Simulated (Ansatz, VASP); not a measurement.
**One calculation of Mo, two programs**

```
Mo
1.0
    -1.55638    1.55638    1.55638
     1.55638   -1.55638    1.55638
     1.55638    1.55638   -1.55638
Mo
1
Direct
  0.00000 0.00000 0.00000
```

Alike in both runs: task relaxation of cell and atoms; functional LDA; k mesh 18 × 18 × 18; occupations gaussian, width 0.1 eV; no spin polarisation.

|  | VASP | Ansatz |
| --- | --- | --- |
| version | VASP 6.6.1 | Ansatz 0.2.0 |
| potentials or method | VASP PAW LDA potentials, release 64 (Mo_sv) | scalar-relativistic, plane waves, PAW |
| plane-wave cutoff (eV) | 600 | 420 |
| valence electrons in the cell | 14 | 14 |

|  | VASP | Ansatz | Ansatz less VASP |
| --- | --- | --- | --- |
| gap on the k mesh at the Fermi level, each at its own relaxed structure (eV) | none | none | - |
| relaxed volume (Å³/atom) | 15.12 | 15.06 | -0.061 |
| relaxed cell length with the largest relative difference (Å) | 2.698 | 2.694 | -0.0037 |

A gap of «none» marks a metal or a gap that the smearing closes.
